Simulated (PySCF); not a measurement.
17O chemical shifts

Equivalent nuclei averaged, gas phase, relativity neglected, single conformer. NMR shieldings at PBE0/pcSseg-1/GIAO; GFN2-xTB geometry; PySCF 2.14.0 with density-fitted response routines.

Shieldings were converted by a linear fit to measured shifts: 17O: δ = 266.70 − 0.911σ (rms 10.7 ppm, 155 shifts, 12.2 ppm with the 3 outliers that the fit left out vs liquid water, solution or neat liquid). A few per cent of atoms miss by over 2 rms, more outside the fitted compound classes.

Give the 17O shifts of `C[S@](=O)C1CCNCC1`, `CCOCC`, `FC1=C[C@@H](O[SiH3])C=C1`, `CCC1=CO[SiH2]C=CO1`, `C=C1CC(=O)[Si@@H]1CF`, `C#C[Si@@H]1OCC[C@@H]1F`.

## Answers


```json
{"compound": "C[S@](=O)C1CCNCC1", "environment": "S=O oxygen", "δ (ppm)": "-11.4"}
{"compound": "CCOCC", "environment": "ether oxygen", "δ (ppm)": "15.9"}
{"compound": "FC1=C[C@@H](O[SiH3])C=C1", "environment": "oxygen bonded to C, Si", "δ (ppm)": "-27.0"}
{"compound": "[CH3:1][CH2:2][C:3]1=[CH:4][O:5][SiH2:6][CH:7]=[CH:8][O:9]1", "environment": "O9: ether oxygen", "δ (ppm)": "146.8"}
{"compound": "[CH3:1][CH2:2][C:3]1=[CH:4][O:5][SiH2:6][CH:7]=[CH:8][O:9]1", "environment": "O5: oxygen bonded to C, Si, in a 7-membered ring", "δ (ppm)": "37.0"}
{"compound": "C=C1CC(=O)[Si@@H]1CF", "environment": "carbonyl oxygen", "δ (ppm)": "764.4"}
{"compound": "C#C[Si@@H]1OCC[C@@H]1F", "environment": "oxygen bonded to C, Si, in a 5-membered ring", "δ (ppm)": "2.2"}
```
